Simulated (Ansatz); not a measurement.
The following input was run with Ansatz 0.2.0.

```yaml
crystal:
  lattice:
    - [3.7726577405, 0.0, 0.0]
    - [-1.8863288702, 3.267217443, 0.0]
    - [0.0, 0.0, 15.9353559268]
  atoms:
    - { symbol: Ga, position: [0.3333333333, 0.6666666667, 0.1733701513] }
    - { symbol: Ga, position: [0.6666666667, 0.3333333333, 0.6733701513] }
    - { symbol: Ga, position: [0.3333333333, 0.6666666667, 0.3266298487] }
    - { symbol: Ga, position: [0.6666666667, 0.3333333333, 0.8266298487] }
    - { symbol: Se, position: [0.3333333333, 0.6666666667, 0.5995879961] }
    - { symbol: Se, position: [0.6666666667, 0.3333333333, 0.0995879961] }
    - { symbol: Se, position: [0.3333333333, 0.6666666667, 0.9004120039] }
    - { symbol: Se, position: [0.6666666667, 0.3333333333, 0.4004120039] }
basis:
  ecutwfc: 420
kpoints:
  mp_grid: { grid: [12, 12, 2] }
hamiltonian:
  xc: pbe
  dispersion: d3bj
scf:
  occupations: { method: gaussian, width: 0.02 }
output:
  forces: true
  stress: true
  eigenvalues: true
  write_density: true
  write_potential: true
  elf: true
  volumetric_format: npy
relax:
  adjacent_minimum: "off"
  f_tol: 0.005
  max_steps: 80
  cell: { stress_tol: 0.05 }
```

Run as
```bash
ansatz run input.yaml --threads 2 --pin off --max-ram 5120MiB --backend cpu --events-out ev --progress --plain --runs-dir out
```

All numbers below come from Ansatz, DFT PBE+D3(BJ), scalar-relativistic, plane waves, PAW.

Abridged output:

```
Pseudopotentials: kind: paw
Pseudopotential: Ga, paw, valence charge 13, recommended cutoff 420 eV (normal)
Pseudopotential: Se, paw, valence charge 16, recommended cutoff 420 eV (normal)
Functional definition: PBE
Crystal: 8 atoms, lattice volume = 196.421 Å³
Basis set: ecut = 420 eV, 3869 PW (Γ), exchange–correlation on 54×54×216 points (8 copies of the dense FFT grid, shifted against one another)
Bands: 70, of which v1, the nominal top of the filled ones, is band 58 counted from 1 (57 counted from 0)
Symmetry: 24 space group operations
Space group: P63/mmc (ITA 194), of the structure as read, at distance tolerance 5.8e-5 Å
k-points: 38 of 288
Initial density: superposition of atomic densities (neutral atoms: chi_scale 0, normalization atom), corrected by the library's trained network
Initial wavefunctions: pseudopotential atomic-orbital guess
Functional: x = pbe(κ = 0.804, μ = 0.21951497), c = pbe(β = 0.06672455)
SCF iter   1: F=—  HF=-37015.352655 eV  |F-HF|=—  |Δ(HF+E_count)|=         —  Δρ=1.48e-3  dr2=2.93e-3  ethr=1.77e-3  ⟨swp⟩=6.1  Hψ=9220  notcnv=0  defer=3
SCF iter   2: F=—  HF=-37015.349824 eV  |F-HF|=—  |Δ(HF+E_count)|=   2.83e-3  Δρ=8.58e-4  dr2=9.41e-4  ethr=2.53e-6  ⟨swp⟩=2.0  Hψ=5330  notcnv=0  defer=199
SCF iter   3: F=—  HF=-37015.349799 eV  |F-HF|=—  |Δ(HF+E_count)|=   2.45e-5  Δρ=3.95e-4  dr2=2.19e-4  ethr=8.11e-7  ⟨swp⟩=2.0  Hψ=3819  notcnv=0  defer=199
SCF iter   4: F=—  HF=-37015.349938 eV  |F-HF|=—  |Δ(HF+E_count)|=   1.39e-4  Δρ=1.22e-4  dr2=1.65e-5  ethr=1.89e-7  ⟨swp⟩=2.0  Hψ=3059  notcnv=0  defer=199
SCF iter   5: F=—  HF=-37015.349994 eV  |F-HF|=—  |Δ(HF+E_count)|=   5.63e-5  Δρ=3.16e-5  dr2=2.90e-6  ethr=1.42e-8  ⟨swp⟩=2.0  Hψ=4579  notcnv=0  defer=199
SCF iter   6: F=—  HF=-37015.349996 eV  |F-HF|=—  |Δ(HF+E_count)|=   2.17e-6  Δρ=1.53e-5  dr2=4.87e-7  ethr=2.50e-9  ⟨swp⟩=2.0  Hψ=4579  notcnv=0  defer=199
SCF iter   7: F=-37015.349997 eV  HF=-37015.349997 eV  |F-HF|=9.74e-8  |Δ(HF+E_count)|=   8.42e-7  Δρ=4.30e-6  dr2=4.59e-8  ethr=8.62e-11  ⟨swp⟩=12.1  Hψ=18889  notcnv=0
SCF 1 converged in 7 iterations: F = -37015.349997 eV  dr2 = 4.59e-8
relax step   1: F+E_penalty+E_count = -37015.34999721 eV  Δ(F+E_penalty+E_count) = +0.000e0 eV  max|allowed force component| = 4.973e-3 eV/Å  Δτ_max = 0.0000 Å  P = -0.021 GPa  Ω = 196.421 Å³  (7 SCF iters, dr2 threshold 1.00e-7 eV, accepted)
Crystal: 8 atoms, lattice volume = 196.179 Å³
Basis set: ecut = 420 eV, 3893 PW (Γ), exchange–correlation on 54×54×216 points (8 copies of the dense FFT grid, shifted against one another)
Initial density: handed on by an earlier stage of this run
Initial wavefunctions: those handed on with the density
SCF iter   1: F=—  HF=-37015.350134 eV  |F-HF|=—  |Δ(HF+E_count)|=         —  Δρ=2.46e-4  dr2=2.84e-4  ethr=2.52e-7  ⟨swp⟩=2.8  Hψ=10231  notcnv=0
SCF iter   2: F=—  HF=-37015.350081 eV  |F-HF|=—  |Δ(HF+E_count)|=   5.24e-5  Δρ=1.08e-4  dr2=2.31e-5  ethr=2.45e-7  ⟨swp⟩=2.0  Hψ=3008  notcnv=0
SCF iter   3: F=—  HF=-37015.350070 eV  |F-HF|=—  |Δ(HF+E_count)|=   1.14e-5  Δρ=4.78e-5  dr2=4.91e-6  ethr=1.99e-8  ⟨swp⟩=2.9  Hψ=4816  notcnv=0
SCF iter   4: F=—  HF=-37015.350133 eV  |F-HF|=—  |Δ(HF+E_count)|=   6.32e-5  Δρ=1.62e-5  dr2=6.36e-7  ethr=4.24e-9  ⟨swp⟩=2.0  Hψ=4117  notcnv=0
SCF iter   5: F=—  HF=-37015.350133 eV  |F-HF|=—  |Δ(HF+E_count)|=   1.85e-7  Δρ=6.23e-6  dr2=8.86e-8  ethr=5.48e-10  ⟨swp⟩=2.0  Hψ=4104  notcnv=0
SCF iter   6: F=-37015.350133 eV  HF=-37015.350133 eV  |F-HF|=7.19e-9  |Δ(HF+E_count)|=   3.18e-8  Δρ=2.01e-6  dr2=1.09e-8  ethr=1.50e-11  ⟨swp⟩=7.7  Hψ=16114  notcnv=0
the search or the solves at the SCF's close seem to have found levels that the self-consistency loop had missed (the run counts 2). By its estimate they hold under 1e-12 electrons; where the run keeps them, the occupations were computed again with them
SCF 2 converged in 6 iterations: F = -37015.350133 eV  dr2 = 1.09e-8
relax step   2: F+E_penalty+E_count = -37015.35013290 eV  Δ(F+E_penalty+E_count) = -1.357e-4 eV  max|allowed force component| = 1.099e-2 eV/Å  Δτ_max = 0.0017 Å  P = +0.008 GPa  Ω = 196.179 Å³  energy of the carried Pulay correction = +4.607e-5 eV  (6 SCF iters, dr2 threshold 1.74e-8 eV, accepted)
Crystal: 8 atoms, lattice volume = 196.456 Å³
SCF iter   1: F=—  HF=-37015.350149 eV  |F-HF|=—  |Δ(HF+E_count)|=         —  Δρ=2.82e-4  dr2=2.66e-4  ethr=2.32e-7  ⟨swp⟩=2.3  Hψ=10316  notcnv=0
SCF iter   2: F=—  HF=-37015.350091 eV  |F-HF|=—  |Δ(HF+E_count)|=   5.80e-5  Δρ=1.25e-4  dr2=2.32e-5  ethr=2.29e-7  ⟨swp⟩=2.0  Hψ=3005  notcnv=0
SCF iter   3: F=—  HF=-37015.350076 eV  |F-HF|=—  |Δ(HF+E_count)|=   1.47e-5  Δρ=4.29e-5  dr2=3.05e-6  ethr=2.00e-8  ⟨swp⟩=2.0  Hψ=4537  notcnv=0
SCF iter   4: F=—  HF=-37015.350135 eV  |F-HF|=—  |Δ(HF+E_count)|=   5.96e-5  Δρ=1.63e-5  dr2=5.34e-7  ethr=2.63e-9  ⟨swp⟩=2.0  Hψ=4842  notcnv=0
SCF iter   5: F=—  HF=-37015.350136 eV  |F-HF|=—  |Δ(HF+E_count)|=   1.57e-7  Δρ=6.49e-6  dr2=1.04e-7  ethr=4.60e-10  ⟨swp⟩=2.0  Hψ=4102  notcnv=0
SCF iter   6: F=—  HF=-37015.350136 eV  |F-HF|=—  |Δ(HF+E_count)|=   4.24e-8  Δρ=2.03e-6  dr2=1.31e-8  ethr=8.96e-11  ⟨swp⟩=2.0  Hψ=4104  notcnv=0
SCF iter   7: F=-37015.350136 eV  HF=-37015.350136 eV  |F-HF|=5.82e-9  |Δ(HF+E_count)|=   1.38e-8  Δρ=1.02e-6  dr2=2.72e-9  ethr=6.51e-12  ⟨swp⟩=7.1  Hψ=15488  notcnv=0
SCF 3 converged in 7 iterations: F = -37015.350136 eV  dr2 = 2.72e-9
relax step   3: F+E_penalty+E_count = -37015.35013564 eV  Δ(F+E_penalty+E_count) = -2.747e-6 eV  max|allowed force component| = 1.777e-3 eV/Å  Δτ_max = 0.0035 Å  P = +0.002 GPa  Ω = 196.456 Å³  energy of the carried Pulay correction = -2.951e-6 eV  (7 SCF iters, dr2 threshold 7.55e-9 eV, accepted)
Initial wavefunctions: pseudopotential atomic-orbital guess (no wavefunctions were taken with the density)
SCF iter   1: F=—  HF=-37015.349132 eV  |F-HF|=—  |Δ(HF+E_count)|=         —  Δρ=1.31e-4  dr2=7.09e-7  ethr=2.63e-7  ⟨swp⟩=3.1  Hψ=16228  notcnv=0
SCF iter   2: F=—  HF=-37015.349903 eV  |F-HF|=—  |Δ(HF+E_count)|=   7.71e-4  Δρ=6.63e-5  dr2=1.80e-7  ethr=6.11e-10  ⟨swp⟩=2.1  Hψ=4781  notcnv=0
SCF iter   3: F=—  HF=-37015.350145 eV  |F-HF|=—  |Δ(HF+E_count)|=   2.42e-4  Δρ=1.68e-6  dr2=1.08e-9  ethr=1.55e-10  ⟨swp⟩=2.0  Hψ=3344  notcnv=0
SCF iter   4: F=—  HF=-37015.350145 eV  |F-HF|=—  |Δ(HF+E_count)|=   1.32e-7  Δρ=4.13e-7  dr2=4.47e-10  ethr=1.00e-12  ⟨swp⟩=7.0  Hψ=14471  notcnv=0
SCF iter   5: F=—  HF=-37015.350145 eV  |F-HF|=—  |Δ(HF+E_count)|=   2.90e-9  Δρ=1.83e-7  dr2=1.52e-10  ethr=1.00e-12  ⟨swp⟩=2.1  Hψ=3253  notcnv=0
SCF iter   6: F=-37015.350145 eV  HF=-37015.350145 eV  |F-HF|=5.09e-11  |Δ(HF+E_count)|=  3.93e-10  Δρ=8.82e-8  dr2=3.03e-11  ethr=1.00e-12  ⟨swp⟩=5.4  Hψ=11585  notcnv=0
SCF 4 converged in 6 iterations: F = -37015.350145 eV  dr2 = 3.03e-11
SCF converged after 6 iterations
Free energy (F): -37015.350145 eV
Harris-Foulkes:  -37015.350145 eV  (|F-HF|=5.09e-11)
Internal energy: -37015.350145 eV  (E = F + TS)
E sigma→0 (E₀):  -37015.350145 eV
Fermi energy:    7.787540 eV
--- Per-component energies (eV) ---
  E_band       = -1864.412685
  E_kinetic    = 935.801565
  E_local      = -18789.820982  (includes V_loc(G=0)·N_el)
  E_nonlocal   = -684.618244
  E_hartree    = 9032.775582
  E_xc         = -692.818934
  E_vxc        = -623.943515  (∫ρ·V_xc dr)
  E_paw        = -15599.516066  (= ΣΔE_a)
  E_vpaw       = -767.380348  (= ΣTr[D̂ρ^β])
  E_aug_tail   = -0.002782  (compensation charges beyond the density's cutoff)
  E_ewald      = -11214.826605
  E_disp       = -2.323679  (pairwise vdW)
  E_smearing   =  0.000000  (= −TS)
--- Forces (eV/Å), atoms counted from 1 ---
  atom   1  Ga     0.00000000     0.00000000    -0.00178421
  atom   2  Ga     0.00000000     0.00000000    -0.00178421
  atom   3  Ga     0.00000000     0.00000000     0.00178421
  atom   4  Ga     0.00000000     0.00000000     0.00178421
  atom   5  Se     0.00000000     0.00000000    -0.00148977
  atom   6  Se     0.00000000     0.00000000    -0.00148977
  atom   7  Se     0.00000000     0.00000000     0.00148977
  atom   8  Se     0.00000000     0.00000000     0.00148977
--- Stress (GPa, compression-positive) ---
        0.001985       0.000000       0.000000
        0.000000       0.001985       0.000000
        0.000000       0.000000       0.002975
  P = ⅓ Tr σ = 0.0023 GPa (0.023 kbar)
--- Band table (eV; the first three rows and the last of 38) ---
  k-point 0: bands = ["-40.3890", "-40.3890", "-40.3890", "-40.3890", "-40.3890", "-40.3890", "-40.3890", "-40.3890", "-40.3492", "-40.3492", "-40.3492", "-40.3492", "-40.3491", "-40.3491", "-40.3491", "-40.3491", "-40.3349", "-40.3349", "-40.3349", "-40.3349", "-7.8246", "-7.8242", "-7.7011", "-7.7011", "-7.7010", "-7.7010", "-7.6409", "-7.6409", "-7.6409", "-7.6409", "-7.6404", "-7.6404", "-7.6404", "-7.6404", "-7.4899", "-7.4870", "-7.4870", "-7.4869", "-7.4869", "-7.4803", "-6.8962", "-6.6846", "-6.6833", "-6.4573", "0.2263", "0.6302", "2.5920", "3.6850", "5.7079", "5.8925", "5.8925", "6.0136", "6.0136", "6.0273", "6.0273", "6.1555", "6.1555", "7.3534", "8.2217", "9.2285", "9.4901", "9.6 ...
  k-point 1: bands = ["-40.3890", "-40.3890", "-40.3890", "-40.3890", "-40.3890", "-40.3890", "-40.3890", "-40.3890", "-40.3492", "-40.3492", "-40.3492", "-40.3492", "-40.3491", "-40.3491", "-40.3491", "-40.3491", "-40.3349", "-40.3349", "-40.3349", "-40.3349", "-7.8244", "-7.8244", "-7.7010", "-7.7010", "-7.7010", "-7.7010", "-7.6409", "-7.6409", "-7.6409", "-7.6409", "-7.6404", "-7.6404", "-7.6404", "-7.6404", "-7.4869", "-7.4869", "-7.4869", "-7.4869", "-7.4853", "-7.4853", "-6.8347", "-6.8347", "-6.5259", "-6.5259", "0.4034", "0.4034", "3.0938", "3.0938", "5.9292", "5.9292", "5.9292", "5.9292", "6.1153", "6.1153", "6.1153", "6.1153", "6.4552", "6.4552", "8.8811", "8.8811", "9.5387", "9.5 ...
  k-point 2: bands = ["-40.3890", "-40.3890", "-40.3890", "-40.3890", "-40.3890", "-40.3890", "-40.3889", "-40.3889", "-40.3492", "-40.3492", "-40.3492", "-40.3492", "-40.3491", "-40.3491", "-40.3491", "-40.3491", "-40.3349", "-40.3349", "-40.3348", "-40.3348", "-7.8251", "-7.8246", "-7.7220", "-7.7189", "-7.7002", "-7.7001", "-7.6647", "-7.6608", "-7.6416", "-7.6416", "-7.6386", "-7.6386", "-7.6380", "-7.6380", "-7.5135", "-7.5087", "-7.4875", "-7.4874", "-7.4529", "-7.4510", "-6.8119", "-6.6098", "-6.6045", "-6.3863", "0.2768", "0.6531", "2.6361", "3.5758", "5.1985", "5.4124", "5.4825", "5.6766", "5.7672", "5.9019", "5.9139", "6.0583", "6.0742", "7.2833", "8.8037", "9.5650", "9.9128", "10. ...
  k-point 37: bands = ["-40.3886", "-40.3886", "-40.3886", "-40.3886", "-40.3885", "-40.3885", "-40.3885", "-40.3885", "-40.3494", "-40.3494", "-40.3493", "-40.3493", "-40.3493", "-40.3493", "-40.3492", "-40.3492", "-40.3345", "-40.3345", "-40.3345", "-40.3345", "-7.9070", "-7.9070", "-7.8334", "-7.8334", "-7.7873", "-7.7873", "-7.7110", "-7.7110", "-7.6429", "-7.6429", "-7.6202", "-7.6202", "-7.6042", "-7.6042", "-7.5192", "-7.5192", "-7.5115", "-7.5115", "-7.3670", "-7.3670", "-5.1853", "-5.1853", "-5.1044", "-5.1044", "-0.0238", "-0.0238", "0.9794", "0.9794", "2.6516", "2.6516", "3.1145", "3.1145", "4.3721", "4.3721", "4.6563", "4.6563", "5.3887", "5.3887", "9.0491", "9.0491", "9.8020", " ...
--- Relaxed structure (3 steps of the walk, 3 accepted, 1 SCFs on fresh bases) ---
  F+E_penalty+E_count = -37015.35014547 eV   max|allowed force component| = 1.784e-3 eV/Å   (the final SCF, on the basis selected at the relaxed cell)
  cell:  # Å, volume = 196.4558 Å³
    - [3.76932033, 0.0, 0.0]
    - [-1.88466016, 3.26432716, 0.0]
    - [0.0, 0.0, 15.96644460]
  atoms:
    - { symbol: Ga, position: [0.33333333, 0.66666666, 0.17348909] }
    - { symbol: Ga, position: [0.66666666, 0.33333333, 0.67348909] }
    - { symbol: Ga, position: [0.33333333, 0.66666666, 0.32651090] }
    - { symbol: Ga, position: [0.66666666, 0.33333333, 0.82651090] }
    - { symbol: Se, position: [0.33333333, 0.66666666, 0.59970099] }
    - { symbol: Se, position: [0.66666666, 0.33333333, 0.09970099] }
    - { symbol: Se, position: [0.33333333, 0.66666666, 0.90029900] }
    - { symbol: Se, position: [0.66666666, 0.33333333, 0.40029900] }
```

The relaxation met its thresholds.

Time: 63 s on 2 threads of Arm Neoverse V1 (shared host), peak memory 0.74 GiB.